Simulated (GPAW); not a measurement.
Consider Ti on a Zr site in ZrSi2.

```xyz
24
Lattice="-7.4120 0.0000 0.0000 1.8530 -7.3675 0.0000 3.7060 0.0000 7.3440" Properties=species:S:1:pos:R:3 pbc="T T T"
Ti   -3.7087   -1.5695    0.9180
Zr   -3.7069   -1.5360    4.6161
Zr   -0.0014   -1.5387    0.9180
Zr   -0.0009   -1.5360    4.5639
Zr    1.8582   -5.8171    2.7440
Zr    1.8504   -5.8052    6.4244
Zr   -1.8556   -5.8052    2.7556
Zr   -1.8478   -5.8171    6.4360
Si   -5.5299   -3.6398    0.9180
Si    1.8582   -3.6713    4.5884
Si   -1.8754   -3.6387    0.9180
Si   -1.8478   -3.6713    4.5916
Si   -3.7112   -3.6462    2.7292
Si    3.7036   -3.6848    6.4301
Si   -0.0024   -3.6848    2.7499
Si   -0.0052   -3.6462    6.4508
Si   -3.6849   -6.5974    0.9180
Si    3.7062   -6.6038    4.5908
Si   -0.0208   -6.5915    0.9180
Si    0.0002   -6.6038    4.5892
Si   -5.5134   -0.8266    2.7292
Si    1.8065   -0.8241    6.4520
Si   -1.8995   -0.8241    2.7280
Si   -1.8074   -0.8266    6.4508
```

Absorber: atom 1, with 8 Si at 2.66 to 2.76 Å and 2 Si at 2.97 to 2.98 Å (10-fold; the defect atom itself). Method: GPAW, PBE, excited-electron core hole (neutral cell), 24-atom cell with 7.4 Å between holes, 3×3×3 k points, dipole transitions, Gaussian full width 0.94 eV up to 4 eV, rising linearly to 3.5 eV at 25 eV.

The database entry behind the starting cell differs from later determinations by our own check (a about 0.3 % long), so it need not match the best structure at ambient conditions.

**Question.** What does the Ti K edge look like?

Main maxima up to 25 eV above the zero (height): 2.0 eV (0.63), 7.2 eV (1.25) and 19.6 eV (1.55). A K edge sees empty p states, which here mix into the lowest empty bands, so that weight starts at the zero. The total-energy difference is 4983.71 eV. One term is added: -22.82 eV, since the hole is spin-paired here and a spin-polarised one costs that much less in the free atom (computed apart). The photon energy is then 4960.89 eV. The tabulated edge of the element is 4966 eV. The functional leaves an error of a few eV in such absolute values.

The Ti K spectrum (energy from the lowest empty level; intensity scaled to a mean of 1 over the first 20 eV):

| E (eV) | isotropic | ε ∥ x | ε ∥ y | ε ∥ z |
| --- | --- | --- | --- | --- |
| -2.00 | 0.00 | 0.00 | 0.00 | 0.00 |
| -1.25 | 0.00 | 0.00 | 0.00 | 0.00 |
| -0.50 | 0.02 | 0.01 | 0.03 | 0.02 |
| 0.25 | 0.13 | 0.11 | 0.13 | 0.13 |
| 1.00 | 0.28 | 0.34 | 0.17 | 0.34 |
| 1.75 | 0.60 | 0.76 | 0.39 | 0.64 |
| 2.50 | 0.60 | 0.73 | 0.55 | 0.52 |
| 3.25 | 0.61 | 0.63 | 0.55 | 0.67 |
| 4.00 | 0.96 | 1.16 | 0.60 | 1.12 |
| 4.75 | 1.04 | 1.04 | 1.02 | 1.06 |
| 5.50 | 1.06 | 1.04 | 1.22 | 0.91 |
| 6.25 | 1.07 | 1.04 | 1.07 | 1.09 |
| 7.00 | 1.24 | 1.03 | 1.36 | 1.32 |
| 7.75 | 1.17 | 0.86 | 1.61 | 1.05 |
| 8.50 | 1.06 | 0.89 | 1.40 | 0.88 |
| 9.25 | 1.03 | 1.06 | 1.03 | 1.01 |
| 10.00 | 0.87 | 0.86 | 0.77 | 0.98 |
| 10.75 | 0.71 | 0.68 | 0.66 | 0.78 |
| 11.50 | 0.71 | 0.77 | 0.61 | 0.75 |
| 12.25 | 0.81 | 0.90 | 0.67 | 0.84 |
| 13.00 | 0.96 | 1.01 | 0.87 | 0.98 |
| 13.75 | 1.13 | 1.18 | 1.13 | 1.09 |
| 14.50 | 1.25 | 1.28 | 1.34 | 1.12 |
| 15.25 | 1.27 | 1.24 | 1.45 | 1.12 |
| 16.00 | 1.26 | 1.18 | 1.49 | 1.11 |
| 16.75 | 1.27 | 1.16 | 1.53 | 1.11 |
| 17.50 | 1.33 | 1.21 | 1.61 | 1.18 |
| 18.25 | 1.44 | 1.37 | 1.63 | 1.31 |
| 19.00 | 1.52 | 1.58 | 1.57 | 1.43 |
| 19.75 | 1.55 | 1.69 | 1.45 | 1.50 |
| 20.50 | 1.50 | 1.65 | 1.34 | 1.53 |
| 21.25 | 1.45 | 1.54 | 1.27 | 1.54 |
| 22.00 | 1.41 | 1.44 | 1.24 | 1.55 |
| 22.75 | 1.40 | 1.39 | 1.24 | 1.57 |
| 23.50 | 1.40 | 1.38 | 1.24 | 1.57 |
| 24.25 | 1.39 | 1.39 | 1.24 | 1.53 |
| 25.00 | 1.35 | 1.36 | 1.23 | 1.45 |
| 25.75 | 1.27 | 1.26 | 1.20 | 1.33 |

Quadrupole 1s→3d transitions, which feed the pre-edge, are not in the dipole spectrum. In so small a cell the defects form an ordered array, and no site is far from one. The mesh is coarse (0.32 Å⁻¹ between points), so small maxima may be mesh ripples. Lifetime broadening is put in by hand, and intensities beyond about 20 eV depend on it and on the partial waves.

[Banner, clock and machine lines of the logs are left out without a mark of their own.]

[Logs are printed without paths, hosts, clocks, repeated set-up lines and the standing remarks that a program may print on its own settings, such as how far it seeks lower states.]

[Hosts, paths, dates, database ids (printed as entryN), source tags and the programs' standing remarks are cut or masked in the printed files.]

[Lists of maxima count a maximum above −3 eV only where it reaches 4 % of the highest in the window and stands out from its surroundings by 2 % of it (1.5 % where it reaches 55 %); shoulders and weaker maxima are passed over, and of the rest the first, up to two pre-edge ones and the few strongest are named.]
